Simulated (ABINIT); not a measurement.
# BaTe (Fm-3m): G0W0 with ABINIT, start to end

Aim: the G0W0 gap of BaTe (Fm-3m) on PBE, step by step.

Calculated with ABINIT 10.8.3; PBE and many-body steps on it, plane waves.

The database entry behind the starting cell differs from later determinations by our own check (about 0.2 % short), so it need not match the best structure at ambient conditions.

### Step 1. Starting point

Symmetry: Fm-3m, No. 225, cubic system. The conventional cell has a = 6.986 Å, b = 6.986 Å, c = 6.986 Å, α = 90.00°, β = 90.00°, γ = 90.00°. Nearest to Ba lie 6 Te at 3.49 Å. Nearest to Te lie 6 Ba at 3.49 Å. Farther neighbours and most contacts between anions are not listed.

The cell and positions come from the Crystallography Open Database and are kept as given unless a step says otherwise. Spin-orbit coupling is left out unless a step names it.

### Step 2. Ground state

This step: ABINIT 10.8.3; DFT, PBE, plane waves, norm-conserving pseudopotentials.

The ground-state density comes first.

The input, run.abi:

```
acell 3*1.0 Angstrom
rprim 
  -0.000000000000 3.493000000000 3.493000000000
  3.493000000000 -0.000000000000 3.493000000000
  3.493000000000 3.493000000000 -0.000000000000
ntypat 2
znucl 56 52
natom 2
typat 1 2
xred 
  0.000000000000 0.000000000000 0.000000000000
  0.500000000000 0.500000000000 0.500000000000
pp_dirpath "pseudos"
pseudos "Ba.upf, Te.upf"
ecut 34
ngkpt 6 6 6
nshiftk 1
shiftk 0 0 0
kptopt 1
chksymbreak 0
nband 18
occopt 1
tolvrs 1e-10
nstep 60
prtwf 0
optforces 0
optstress 0
indata_prefix "in"
outdata_prefix "out"
tmpdata_prefix "tmp"
```

Launch:

```sh
OMP_NUM_THREADS=1 mpirun -n 4 abinit run.abi > log
```

Numbers of over 12 decimals in the logs are rounded to 6 here.

What it wrote:

```text
.Version 10.8.3 of ABINIT. v10.8.2 released Aug 2026.

 Symmetries : space group Fm -3 m (#225); Bravais cF (face-center cubic)
================================================================================
 Values of the parameters that define the memory need of the present run
     intxc =       0    ionmov =       0      iscf =       7    lmnmax =       6
     lnmax =       6     mgfft =      50  mpssoang =       3    mqgrid =    3001
     natom =       2  nloc_mem =       1    nspden =       1   nspinor =       1
    nsppol =       1      nsym =      48    n1xccc =    2501    ntypat =       2
    occopt =       1   xclevel =       2
-    mband =          18        mffmem =           1         mkmem =           4
       mpw =        5472          nfft =      125000          nkpt =          16
================================================================================
  Rough estimation (10% accuracy) of disk space for files :
================================================================================

--------------------------------------------------------------------------------
------------- Echo of variables that govern the present computation ------------
--------------------------------------------------------------------------------
 -outvars: echo values of preprocessed input variables --------
            acell      1.8897261259E+00  1.8897261259E+00  1.8897261259E+00 Bohr

      chksymbreak           0
             ecut      3.40000000E+01 Hartree
-          fftalg         312

              ixc     -101130
              kpt      0.00000000E+00  0.00000000E+00  0.00000000E+00
                       1.66666667E-01  0.00000000E+00  0.00000000E+00
                       3.33333333E-01  0.00000000E+00  0.00000000E+00
                       5.00000000E-01  0.00000000E+00  0.00000000E+00
                       1.66666667E-01  1.66666667E-01  0.00000000E+00
                       3.33333333E-01  1.66666667E-01  0.00000000E+00
                       5.00000000E-01  1.66666667E-01  0.00000000E+00
                      -3.33333333E-01  1.66666667E-01  0.00000000E+00
                      -1.66666667E-01  1.66666667E-01  0.00000000E+00
   [... 5 further rows ...]
                      -3.33333333E-01  3.33333333E-01  1.66666667E-01
                      -3.33333333E-01  5.00000000E-01  1.66666667E-01
         kptrlatt        6    0    0      0    6    0      0    0    6
          kptrlen      5.60097586E+01
P           mkmem           4
            natom           2
            nband          18
            ngfft          50      50      50
             nkpt          16
            nstep          60
             nsym          48
           ntypat           2
              occ      2.000000  2.000000  2.000000  2.000000  2.000000  2.000000
                       2.000000  2.000000  2.000000  2.000000  2.000000  2.000000
                       2.000000  0.000000  0.000000  0.000000  0.000000  0.000000
        optforces           0
        optstress           0
            prtwf           0
            rprim     -0.0000000000E+00  3.4930000000E+00  3.4930000000E+00
[...]
spgroup         225

           tolvrs      1.00000000E-10

             xred      0.0000000000E+00  0.0000000000E+00  0.0000000000E+00
[...]
znucl       56.00000   52.00000

================================================================================

 chkinp: Checking input parameters for consistency.

================================================================================
== DATASET  1 ==================================================================
-   mpi_nproc: 4, omp_nthreads: 1 (-1 if OMP is not activated)

--- !DatasetInfo
iteration_state: {dtset: 1, }
dimensions: {natom: 2, nkpt: 16, mband: 18, nsppol: 1, nspinor: 1, nspden: 1, mpw: 5472, }
cutoff_energies: {ecut:  34.0, pawecutdg:  -1.0, }
electrons: {nelect:   2.60000000E+01, charge:   0.00000000E+00, occopt:   1.00000000E+00, tsmear:   1.00000000E-02, }

 Real(R)+Recip(G) space primitive vectors, cartesian coordinates (Bohr,Bohr^-1):
 R(1)=  0.0000000  6.6008134  6.6008134  G(1)= -0.0757482  0.0757482  0.0757482
 R(2)=  6.6008134  0.0000000  6.6008134  G(2)=  0.0757482 -0.0757482  0.0757482
 R(3)=  6.6008134  6.6008134  0.0000000  G(3)=  0.0757482  0.0757482 -0.0757482
 Unit cell volume ucvol=  5.7520461E+02 bohr^3
 Angles (23,13,12)=  6.00000000E+01  6.00000000E+01  6.00000000E+01 degrees

 getcut: wavevector=  0.0000  0.0000  0.0000  ngfft=  50  50  50
         ecut(hartree)=     34.000   => boxcut(ratio)=   2.04139

--- Pseudopotential description ------------------------------------------------
- Ba Generated using ONCVPSP code by D. R. Hamann
- 56.00000  10.00000  171031                  znucl, zion, pspdat
12 -101130 2 -1 1958                          pspcod,pspxc,lmax,lloc,mmax
     nproj     2     2     2
  pspatm : epsatm=   26.75150155
         --- l  ekb(1:nproj) -->
[...]
pspatm: atomic psp has been read  and splines computed

- Te Generated using ONCVPSP code by D. R. Hamann
- 52.00000  16.00000  171031                  znucl, zion, pspdat
12 -101130 2 -1 1294                          pspcod,pspxc,lmax,lloc,mmax
     nproj     2     2     2
  pspatm : epsatm=   36.72599971
         --- l  ekb(1:nproj) -->
[...]
2   -5.988876   -1.858037
 pspatm: atomic psp has been read  and splines computed

   1.65041503E+03                                ecore*ucvol(ha*bohr**3)
--------------------------------------------------------------------------------

_setup2: Arith. and geom. avg. npw (full set) are    5446.310    5446.290

================================================================================

--- !BeginCycle
iteration_state: {dtset: 1, }
solver: {iscf: 7, nstep: 60, nline: 4, wfoptalg: 0, }
tolerances: {tolvrs: 1.00E-10, }

     iter   Etot(hartree)      deltaE(h)  residm     vres2
 ETOT  1  -132.97087264601    -1.330E+02 7.072E-01 5.501E+01
 ETOT  2  -133.08011765568    -1.092E-01 4.612E-03 3.914E+00
 ETOT  3  -133.08074402048    -6.264E-04 4.255E-04 1.136E-01
 ETOT  4  -133.08074975497    -5.734E-06 4.372E-04 1.364E-02
 ETOT  5  -133.08075025555    -5.006E-07 3.298E-04 1.105E-03
 ETOT  6  -133.08075030387    -4.832E-08 2.112E-04 3.496E-05
 ETOT  7  -133.08075030570    -1.835E-09 2.023E-04 5.820E-07
 ETOT  8  -133.08075030582    -1.141E-10 1.169E-04 2.521E-08
 ETOT  9  -133.08075030581     3.268E-12 1.058E-04 2.196E-10
 ETOT 10  -133.08075030581     3.837E-12 5.779E-05 2.127E-12

 At SCF step   10       vres2   =  2.13E-12 < tolvrs=  1.00E-10 =>converged.

--- !ResultsGS
iteration_state: {dtset: 1, }
comment   : Summary of ground state results
lattice_vectors:
- [ -0.0000000,   6.6008134,   6.6008134, ]
- [  6.6008134,  -0.0000000,   6.6008134, ]
- [  6.6008134,   6.6008134,  -0.0000000, ]
lattice_lengths: [   9.33496,    9.33496,    9.33496, ]
lattice_angles: [ 60.000,  60.000,  60.000, ] # degrees, (23, 13, 12)
lattice_volume:   5.7520461E+02
convergence: {deltae:  3.837E-12, res2:  2.127E-12, residm:  5.779E-05, diffor:  0.000E+00, }
etotal    :  -1.33080750E+02
entropy   :   0.00000000E+00
fermie    :   1.33616166E-01
cartesian_stress_tensor: null
pressure_GPa: null
xred      :
- [  0.0000E+00,   0.0000E+00,   0.0000E+00, Ba]
- [  5.0000E-01,   5.0000E-01,   5.0000E-01, Te]
cartesian_forces: null
force_length_stats: {min: null, max: null, mean: null, }

 Integrated electronic density in atomic spheres:
 ------------------------------------------------
 Atom  Sphere_radius  Integrated_density
    1        2.00000          5.18771029
    2        2.00000         11.93049629
================================================================================

 ----iterations are completed or convergence reached----

 Mean square residual over all n,k,spin=   24.467E-08; max=  57.793E-06
 reduced coordinates (array xred) for    2 atoms
       0.000000000000      0.000000000000      0.000000000000
       0.500000000000      0.500000000000      0.500000000000
 rms dE/dt=  0.0000E+00; max dE/dt=  0.0000E+00; dE/dt below (all hartree)
    1       0.000000000000      0.000000000000      0.000000000000
    2       0.000000000000      0.000000000000      0.000000000000

 cartesian coordinates (angstrom) at end:
    1      0.000000     0.000000     0.000000
    2      3.493000     3.493000     3.493000
 length scales=  1.889726125908  1.889726125908  1.889726125908 bohr
              =  1.000000000000  1.000000000000  1.000000000000 angstroms
 prteigrs : about to open file out_EIG
 Fermi (or HOMO) energy (hartree) =   0.13362   Average Vxc (hartree)=  -0.31650
 Eigenvalues (hartree) for nkpt=  16  k points:
 kpt#   1, nband= 18, wtk=  0.00463, kpt=  0.0000  0.0000  0.0000 (reduced coord)
  -1.15237   -1.15237   -1.15202   -1.15202   -1.15202   -0.85830   -0.31210   -0.31210
  -0.31210   -0.21706    0.13362    0.13362    0.13362    0.24209    0.24232    0.24232
   0.24232    0.26525
 prteigrs : prtvol=0 or 1, do not print more k-points.

--- !EnergyTerms
iteration_state     : {dtset: 1, }
comment             : Components of total free energy in Hartree
kinetic             :  6.34345605591481E+01
hartree             :  3.49334269129717E+01
xc                  : -3.13434057337856E+01
Ewald energy        : -7.50258079633520E+01
psp_core            :  2.86926602702959E+00
local_psp           : -1.01971350045414E+02
non_local_psp       : -2.59774400624060E+01
total_energy        : -1.33080750305809E+02
total_energy_eV     : -3.62131169847631E+03
band_energy         : -1.49672873647019E+01

== END DATASET(S) ==============================================================
================================================================================

 -outvars: echo values of variables after computation  --------
           etotal     -1.3308075031E+02
            nband          18
             nkpt          16
          spgroup         225
 [... the other variables as echoed above ...]

 Calculation completed.
```

Elapsed: 29 s, on 4 MPI ranks of Arm Neoverse N1, shared host; peak memory 0.36 GiB.

Numbers from this step:

* total energy: -3621.3117 eV
* gap: 1.541 eV
* k of the valence top: 0, 0, 0
* k of the conduction bottom: 0.5, 0.5, 0
* least direct gap: 1.914 eV

The gap is indirect, with the least direct gap 0.37 eV higher.

[end of part 1 of 3]

[Paths, hosts, dates, memory and timing lines, banners, echoed tables and standing remarks are left out of the program output.]

[Logs are printed without paths, hosts, clocks, repeated set-up lines and the standing remarks that a program may print on its own settings, such as how far it seeks lower states.]

[Runs of the session that timed out or met a known fault of the program may be left out.]

[Hosts, paths, dates, database ids (printed as entryN), source tags and the programs' standing remarks are cut or masked in the printed files.]

[G0W0 gaps are taken among the corrected bands and points alone; a level outside them can change the order at an edge.]

[Where Ansatz stands beside ABINIT at settings called matched, ABINIT's density can come from a denser mesh and the files from another edition; pairs whose starting gaps differed by over 0.03 eV were left out, so agreement reads better than it is.]
